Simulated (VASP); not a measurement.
# CdSe: single point with PBE

**Experimental background.**

From a printed reference work, data compilation, for a bulk crystal of CdSe at 2 K: band gap 1.841 eV.

The system is CdSe.

```
Cd Se
1.0
     4.38259    0.00000    0.00000
    -2.19129    3.79543    0.00000
     0.00000    0.00000    7.15573
Cd Se
2 2
Direct
  0.33333 0.66667 0.00461
  0.66667 0.33333 0.50461
  0.33333 0.66667 0.38039
  0.66667 0.33333 0.88039
```

```json
{
 "Program": "VASP 6.6.1",
 "Task": "single point",
 "Functional": "PBE",
 "Potentials or basis": "VASP PAW PBE potentials, release 64 (Cd, Se)",
 "Cutoff": "520 eV",
 "k mesh": "10 × 10 × 6",
 "Occupations": "gaussian, width 0.05 eV",
 "Spin": "no spin polarisation",
 "Dipole correction": "no",
 "Further INCAR settings": "ALGO = Normal; EDIFF = 1e-07; NBANDS = 26"
}
```

```
Pressure               : 0.2 GPa
Largest force          : 0.003 eV/Å
Band gap on the k mesh : 0.54 eV
```

Forces on the atoms (eV/Å):
```
Cd   0.000  0.000  0.003
Cd   0.000  0.000  0.003
Se   0.000  0.000 -0.003
Se   0.000  0.000 -0.003
```

Levels at points of the mesh, in eV from the valence-band top:
| k point | band 15 | band 16 | band 17 | band 18 | band 19 | band 20 | band 21 | band 22 |
| --- | --- | --- | --- | --- | --- | --- | --- | --- |
| (0.00, 0.00, 0.00) | -0.69 | -0.04 | 0.00 | 0.00 | 0.54 | 2.14 | 5.85 | 5.85 |
| (0.50, 0.00, 0.00) | -2.42 | -1.67 | -1.20 | -0.68 | 3.09 | 3.33 | 4.78 | 5.93 |
| (0.00, 0.00, 0.50) | -0.36 | -0.36 | -0.36 | -0.36 | 2.26 | 2.26 | 5.76 | 5.76 |
| (0.50, 0.00, 0.50) | -1.24 | -1.24 | -1.22 | -1.22 | 2.90 | 2.90 | 4.83 | 4.83 |

It took 3.8 min on 1 thread of Intel Xeon 8259CL, on a shared host, peak memory 0.34 GiB.

Against the measured gap of CdSe, 1.841 eV (2 K; a printed reference work, data compilation), the calculated 0.54 eV is off by -1.30 eV. So large a miss can be the level of theory's own, or it may mean another phase, state or a wrong row. Spin-orbit coupling on Cd, Se is left out. The value is that of PBE, without temperature or zero-point motion. Semilocal functionals fall short of measured gaps as a rule.
